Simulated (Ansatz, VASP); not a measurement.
Y: VASP beside Ansatz

```
Y
1.0
     2.91210    0.00000    0.00000
     0.00000    2.91210    0.00000
     0.00000    0.00000    2.91210
Y
1
Direct
  0.00000 0.00000 0.00000
```

This isn't the form of Y at room conditions, which is hcp.

Alike in both runs: task single point; functional RPBE; k mesh 12 × 12 × 12; no spin polarisation.

|  | VASP | Ansatz |
| --- | --- | --- |
| version | VASP 6.6.1 | Ansatz 0.2.0 |
| potentials or method | VASP PAW PBE potentials, release 64 (Y_sv), cutoff 520 eV | all-electron LAPW, scalar-relativistic |
| occupations | methfessel-paxton of order 1, width 0.005 eV | cold, width 0.005 eV |

VASP gave:

| Quantity | Value |
| --- | --- |
| gap on the k mesh at the Fermi level (eV) | none |
| pressure (GPa) | 18.1 |

Question: Estimate Ansatz's values.

Answer: gap on the k mesh at the Fermi level (eV): none; pressure (GPa): 17.9.

A gap of «none» marks a metal or a gap that the smearing closes. Ansatz ran all-electron here, so the differences hold the error of VASP's frozen core and of both bases.

Caveats: so large a pressure means that the cell lies far from this level's equilibrium, or that cutoff or potentials fall short (VASP); the potentials were made for another functional, which shifts forces and pressure (VASP).
